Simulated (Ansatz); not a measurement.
**MgO (Fm-3m): equation of state with a fit**

Where is the equilibrium volume of MgO (Fm-3m), and how stiff is it? The task is an equation of state with a fit, for MgO (Fm-3m).

The COD entry's cell or inner coordinates are ideal or old and differ from later refinements, so a difference from it is no clean test against experiment.

Program: Ansatz 0.2.0, driven from Python. Level of theory: DFT revPBE, plane waves, norm-conserving potentials. These are calculated values, not measurements.

### Step 1. Starting point

It takes space group Fm-3m (No. 225, cubic). Conventional cell: a = 4.217 Å, b = 4.217 Å, c = 4.217 Å, α = 90.00°, β = 90.00°, γ = 90.00°. Around Mg (site symmetry m-3m) lie 6 O at 2.11 Å. O (site symmetry m-3m) has 6 Mg at 2.11 Å as nearest neighbours.

No structure file is read: the coordinates are typed or built in the script.

### Step 2. The code

File eos_mgo.py:

```python
'''Energy against volume for MgO, with a fit.'''

from dataclasses import dataclass

import ansatz
import numpy as np


@dataclass(frozen=True)
class Options:
    xc: str = 'revpbe'
    extra_bands: int = 4
    kgrid: tuple[int, ...] = (8, 8, 8)


settings = Options()

VECTORS = np.array([
    [0.0, 2.1085, 2.1085],
    [2.1085, 0.0, 2.1085],
    [2.1085, 2.1085, 0.0],
])
SITES = [
    ('Mg', [0.0, 0.0, 0.0]),
    ('O', [0.5, 0.5, 0.5]),
]


def make_crystal(cell):
    crystal = ansatz.Crystal(lattice=ansatz.Lattice.of(cell))
    for symbol, position in SITES:
        crystal = crystal.atom(symbol, position)
    return crystal


def main() -> None:
    # scale the volume, keep shape and fractions
    volumes, energies, pressures = [], [], []
    for scale in np.linspace(0.88, 1.12, 7):
        cell = VECTORS * scale ** (1 / 3)
        setup = (
            make_crystal(cell).calculation()
            .functional(settings.xc)
            .pseudopotentials('nc')
            .accuracy('medium')
            .occupations(ansatz.OccupationsMethod.FIXED)
            .scf(extra_bands=settings.extra_bands)
            .kpoints(*settings.kgrid)
            .stress()
        )
        data = setup.run(threads=1, pin='off').report
        volumes.append(abs(np.linalg.det(cell)) / len(SITES))
        energies.append(data['free_energy_ev'] / len(SITES))
        pressures.append(np.trace(data['stress_gpa']) / 3)
        print(f'V = {volumes[-1]:8.4f} A^3/atom  F = {energies[-1]:.5f} eV/atom  P = {pressures[-1]:8.3f} GPa')

    # third-order Birch-Murnaghan: a cubic in V^(-2/3)
    x = np.array(volumes) ** (-2 / 3)
    poly = np.polynomial.Polynomial.fit(x, energies, 3).convert()
    roots = poly.deriv().roots()
    x0 = min((r.real for r in roots if abs(r.imag) < 1e-9 and poly.deriv(2)(r.real) > 0), key=lambda r: abs(r - x.mean()))
    v0 = x0 ** -1.5
    b0 = 4 / 9 * poly.deriv(2)(x0) * v0 ** (-7 / 3) * 160.21766
    b1 = 4 + 2 / 3 * x0 * poly.deriv(3)(x0) / poly.deriv(2)(x0)
    print(f'V0 = {v0:.4f} A^3/atom, B0 = {b0:.1f} GPa, dB/dP = {b1:.2f}')


if __name__ == '__main__':
    main()
```

### Step 3. The calls as engine input

The engine receives this input (first run):

```yaml
crystal:
  lattice:
    - [0.0, 2.020541753723376, 2.020541753723376]
    - [2.020541753723376, 0.0, 2.020541753723376]
    - [2.020541753723376, 2.020541753723376, 0.0]
  atoms:
    - { symbol: Mg, position: [0.0, 0.0, 0.0] }
    - { symbol: O, position: [0.5, 0.5, 0.5] }
accuracy: medium
kpoints:
  mp_grid:
    grid: [8, 8, 8]
hamiltonian:
  xc: revpbe
  pseudopotentials:
    kind: nc
scf:
  n_extra_bands: 4
  occupations:
    method: fixed
output:
  stress: true
```

### Step 4. Launch

Run with:

```
> python eos_mgo.py
```

Standard output:

```text
DeckWarning: basis.ecutwfc = 1240 eV, auto-derived from the records' recommended cutoffs: set by O (normal level)
V =   8.2490 A^3/atom  F = -1042.21042 eV/atom  P =   36.040 GPa
V =   8.6240 A^3/atom  F = -1042.28101 eV/atom  P =   24.677 GPa
V =   8.9990 A^3/atom  F = -1042.32754 eV/atom  P =   15.399 GPa
V =   9.3739 A^3/atom  F = -1042.35440 eV/atom  P =    7.796 GPa
V =   9.7489 A^3/atom  F = -1042.36509 eV/atom  P =    1.546 GPa
V =  10.1238 A^3/atom  F = -1042.36249 eV/atom  P =   -3.604 GPa
V =  10.4988 A^3/atom  F = -1042.34892 eV/atom  P =   -7.852 GPa
V0 = 9.8540 A^3/atom, B0 = 141.0 GPa, dB/dP = 4.08
```

(Warnings from the package without file and line.)

Run time: 10 s. Hardware: 1 thread of Arm Neoverse V1, shared host; peak memory 0.33 GiB.

### Step 5. Inputs of later runs

The engine's inputs for some of the other runs:

Run 3, against run 1:

```diff
@@ -3,3 +3,3 @@
-    - [0.0, 2.020541753723376, 2.020541753723376]
-    - [2.020541753723376, 0.0, 2.020541753723376]
-    - [2.020541753723376, 2.020541753723376, 0.0]
+    - [0.0, 2.0800032634903185, 2.0800032634903185]
+    - [2.0800032634903185, 0.0, 2.0800032634903185]
+    - [2.0800032634903185, 2.0800032634903185, 0.0]
```

Run 5, against run 1:

```diff
@@ -3,3 +3,3 @@
-    - [0.0, 2.020541753723376, 2.020541753723376]
-    - [2.020541753723376, 0.0, 2.020541753723376]
-    - [2.020541753723376, 2.020541753723376, 0.0]
+    - [0.0, 2.1362466029548437, 2.1362466029548437]
+    - [2.1362466029548437, 0.0, 2.1362466029548437]
+    - [2.1362466029548437, 2.1362466029548437, 0.0]
```

Run 7, against run 1:

```diff
@@ -3,3 +3,3 @@
-    - [0.0, 2.020541753723376, 2.020541753723376]
-    - [2.020541753723376, 0.0, 2.020541753723376]
-    - [2.020541753723376, 2.020541753723376, 0.0]
+    - [0.0, 2.1896747627506103, 2.1896747627506103]
+    - [2.1896747627506103, 0.0, 2.1896747627506103]
+    - [2.1896747627506103, 2.1896747627506103, 0.0]
```

Lines on the test bed's own set-up are left out of the output.

### Step 6. The engine's runs

The 7 runs, in the order started:

```csv
run,volume (Å³/atom),energy from run 5 (meV/atom),pressure (GPa),gap on the mesh (eV),SCF cycles,CPU time (s)
1,8.249,154.67,36.04,6.19,7,1.4
2,8.624,84.07,24.68,5.70,7,1.3
3,8.999,37.54,15.40,5.25,7,1.3
4,9.374,10.69,7.80,4.85,8,1.6
5,9.749,0.00,1.55,4.48,7,1.4
6,10.124,2.60,-3.60,4.14,7,1.4
7,10.499,16.16,-7.85,3.82,7,1.4
```

### Step 7. Outcome

```
                      quantity            value
                 runs compared                7
               range of energy  154.67 meV/atom
lowest point, volume (Å³/atom)            9.749
      equilibrium volume (fit)     9.85 Å³/atom
            bulk modulus (fit)          141 GPa
```

A third-order Birch-Murnaghan fit through the 7 points has its minimum at 9.85 Å³ an atom, 5.1 % above the typed cell, with a bulk modulus of 141 GPa and dB/dP = 4.1. From that minimum the energy rises by 155.2 meV an atom on the compressed side and 16.7 meV on the expanded side. Reading the output:
- Such functionals run on norm-conserving files made under PBE, which can move pressures by some GPa.
- Of the deposited cell: the entry's cell lengths or inner coordinates differ somewhat from later room-temperature determinations.
- Pressure is positive in compression.
- At these settings the cell as given stands under about 8 GPa, so it isn't at this functional's equilibrium volume.
